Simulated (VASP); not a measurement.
Al, 6 atoms in the cell. The cell holds a slab with vacuum, 6 atoms: a = 2.827 Å, b = 2.827 Å, c = 26.482 Å, α = 90.00°, β = 90.00°, γ = 120.00°. The slab is cut from a database's or a generator's crystal, which needn't be the stable form of the element.

| Quantity | Value |
| --- | --- |
| Program | VASP 6.6.1 |
| Task | relaxation of the atoms |
| Functional | RPBE |
| Dispersion | D3(BJ) |
| Potentials or basis | VASP PAW PBE potentials, release 64 (Al) |
| Cutoff | 520 eV |
| k mesh | 8 × 8 × 1 |
| Occupations | fermi-dirac, width 0.05 eV |
| Spin | no spin polarisation |
| Dipole correction | yes |
| Atoms held fixed (from 0) | [0, 1, 2] |
| Further INCAR settings | ALGO = Normal; EDIFF = 1e-07; IBRION = 2; EDIFFG = -0.01; NSW = 40 |

Potentials or basis: VASP PAW PBE potentials, release 64 (Al).

The run is started by

```console
$ cat potpaw_PBE.64/Al/POTCAR > POTCAR
$ mpirun -np 1 vasp_std > vasp.out
```

Hardware: 1 thread of Intel(R) Xeon(R) Platinum 8259CL CPU @ 2.50GHz (Skylake/Cascade Lake) (shared host).

Question: Estimate the wall time of this run.

Answer: It took 9.4 min on 1 thread of Intel(R) Xeon(R) Platinum 8259CL CPU @ 2.50GHz (Skylake/Cascade Lake) (shared host), peak memory 0.33 GiB. Counts: scf iterations 285, k points 10, ion steps 17.
